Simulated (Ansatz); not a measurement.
The structure is an experimental refinement, used without relaxation.

A run on Li: DFT, PBE, all-electron LAPW, scalar-relativistic (Ansatz 0.2.0). The input:

```yaml
crystal:
  lattice:
    - [-1.75, 1.75, 1.75]
    - [1.75, -1.75, 1.75]
    - [1.75, 1.75, -1.75]
  atoms:
    - { symbol: Li, position: [0.0, 0.0, 0.0] }
kpoints:
  mp_grid: { grid: [13, 13, 13] }
scf:
  occupations: { method: fermi_dirac, width: 0.05 }
hamiltonian:
  xc: pbe
  pseudopotentials:
    kind: all_electron
    lapw: { basis_error: 0.00025, muffin_tin_radii: { Li: 1.697 } }
output:
  forces: true
  stress: true
  eigenvalues: true
```

**Question.** Did this run give a result to trust?

**Answer.** No. The input was rejected before any iteration. The typed spheres overlap: twice 1.697 Å exceeds the shortest distance, 3.031 Å; smaller radii, or none typed, cure it. It says:
```
Error: `kind: all_electron` solves this crystal on LAPW (the input types lapw, or this build lists no dataset of some species for it), and no LAPW basis is found for it: the given muffin-tin radii of Li and Li, or the smallest supported ones, add up to 3.394 Å, and 3.031 Å are free between these atoms; give smaller radii, or leave one out; where each species has a listed dataset, leave lapw and dirac_shells out and run without spin–orbit coupling, or set another kind (and leave the keys of all_electron out)
```
 The same cell converged in the base run, which differs by not having this change: all sphere radii typed as 1.697 A.
